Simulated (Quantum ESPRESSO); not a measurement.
Tc:

```
Tc
1.0
     2.74000    0.00000    0.00000
    -1.37000    2.37291    0.00000
     0.00000    0.00000    4.39800
Tc
2
Direct
  0.66667 0.33333 0.75000
  0.33333 0.66667 0.25000
```

Base run:

* Program: Quantum ESPRESSO 7.5
* Functional: PBEsol
* Potentials or basis: PseudoDojo 0.4.1 SR PBEsol standard
* Cutoff: 1143 eV
* Density cutoff: 4572 eV
* k mesh: 11 × 11 × 6
* Occupations: fermi-dirac, width 0.05 eV
* Spin: no spin polarisation

Its results: band gap on the k mesh none (metal or under the smearing width); pressure -6.2 GPa.

Task: The run is repeated on the same cell with these changes: functional from PBEsol to LDA; potentials or basis from PseudoDojo 0.4.1 SR PBEsol standard to PseudoDojo 0.4.1 SR LDA standard; cutoff from 1143 eV to 1197 eV; density cutoff from 4572 eV to 4789 eV. What comes out?

Result: Band gap on the k mesh none (metal or under the smearing width); pressure -11.5 GPa.
